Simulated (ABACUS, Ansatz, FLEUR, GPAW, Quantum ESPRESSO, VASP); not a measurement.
BaTiO3: equilibrium volume by level of theory

**What was measured.** The equilibrium volume of BaTiO3 (Pm-3m) is reported as 12.89 Å³/atom (pmc:7004307, doi:10.1371/journal.pone.0228644). The runs below try to reproduce it.

```
Ba Ti O
1.0
     4.00600    0.00000    0.00000
     0.00000    4.00600    0.00000
     0.00000    0.00000    4.00600
Ba Ti O
1 1 3
Cartesian
  2.0030 2.0030 2.0030
  0.0000 0.0000 0.0000
  0.0000 0.0000 2.0030
  0.0000 2.0030 0.0000
  2.0030 0.0000 0.0000
```

```csv
rung,level,program and potentials,cutoff (eV),k mesh,smearing,task,equilibrium volume (Å³/atom),miss,notes
LDA,LDA,"GPAW, the program's PAW data sets (release 1.2.1) made for this functional",800,7 × 7 × 7,fermi-dirac 0.05,equation of state,12.31,-4.5 %,-
LDA,LDA,"Quantum ESPRESSO, GBRV 1.5 LDA",612,7 × 7 × 7,fermi-dirac 0.05,equation of state,12.29,-4.7 %,-
LDA,LDA,"VASP, LDA PAW files Ba_sv, O, Ti_sv, 600 eV",600,6 × 6 × 6,gaussian 0.02,relaxation of cell and atoms,12.33,-4.3 %,-
GGA,PBE,"Ansatz, Ansatz PAW (earlier soft set)",420,7 × 7 × 7,fermi-dirac 0.05,equation of state,12.99,+0.8 %,-
GGA + dispersion,PBE+D3(BJ),"VASP, PBE PAW files Ba_sv, O, Ti_sv, 520 eV",520,6 × 6 × 6,gaussian 0.02,equation of state,12.87,-0.2 %,fit through 5 volumes
GGA,PBEsol,"ABACUS, SPMS ONCV 1.0 PBE, plane waves",1143,6 × 6 × 6,fermi-dirac 0.05,equation of state,12.51,-2.9 %,potentials made for PBE; fit through 4 volumes
GGA,PBEsol,"Ansatz, all-electron LAPW, scalar-relativistic",-,7 × 7 × 7,fermi-dirac 0.05,equation of state,12.51,-2.9 %,-
GGA,PBEsol,"FLEUR, all-electron, FLAPW",-,7 × 7 × 7,fermi-dirac 0.05,equation of state,12.51,-2.9 %,-
GGA,PBEsol,"GPAW, PAW data sets generated for this functional",800,7 × 7 × 7,fermi-dirac 0.05,equation of state,12.64,-1.9 %,-
GGA,PBEsol,"VASP, PBE PAW files Ba_sv, O, Ti_sv, 520 eV",520,7 × 7 × 7,fermi-dirac 0.05,equation of state,12.66,-1.8 %,potentials made for PBE
meta-GGA,r2SCAN,"VASP, PBE PAW files Ba_sv, O, Ti_sv, 600 eV",600,7 × 7 × 7,gaussian 0.05,relaxation of cell and atoms,12.87,-0.2 %,potentials made for PBE
meta-GGA + dispersion,r2SCAN+D4,"VASP, PBE PAW files Ba_sv, O, Ti_sv, 600 eV",600,7 × 7 × 7,gaussian 0.05,relaxation of cell and atoms,12.80,-0.7 %,potentials made for PBE
```

All rows: no spin polarisation. Smearing widths are in eV. Meshes differ between rows, which moves values too. Meshes are those of the run's cell of 5 atoms unless a note names another. Relaxations start from the cell shown or near it and stop with a little pressure left. Misses use the values as printed. Runs on faulty files, with rough fits or with known faults for this quantity aren't shown. No row holds spin-orbit coupling.

By rung: LDA 12.29 to 12.33; GGA 12.51 to 12.99; GGA + dispersion 12.87; meta-GGA 12.87; meta-GGA + dispersion 12.80 (Å³/atom). Measured: 12.89 Å³/atom (pmc:7004307, doi:10.1371/journal.pone.0228644). Closest is PBE+D3(BJ) (-0.2 %), and PBE misses by +0.8 % on plain settings. The runs are for a static lattice, while measurements hold temperature and zero-point motion.
